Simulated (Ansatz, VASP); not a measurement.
Sc in VASP and in Ansatz

```
Sc
1.0
    -1.76374    1.76374    1.76374
     1.76374   -1.76374    1.76374
     1.76374    1.76374   -1.76374
Sc
1
Direct
  0.00000 0.00000 0.00000
```

Alike in both runs: task single point; functional PBE; k mesh 14 × 14 × 14; occupations fermi-dirac, width 0.1 eV; no spin polarisation.

```csv
,VASP,Ansatz
version,VASP 6.6.1,Ansatz 0.2.0
potentials or method,"VASP PAW PBE potentials, release 64 (Sc_sv)","plane waves (420 eV) with PAW, scalar-relativistic"
plane-wave cutoff (eV),520,420
valence electrons in the cell,11,11
```

|  | VASP | Ansatz | Ansatz less VASP |
| --- | --- | --- | --- |
| pressure (GPa) | 8.3 | 8.2 | -0.06 |
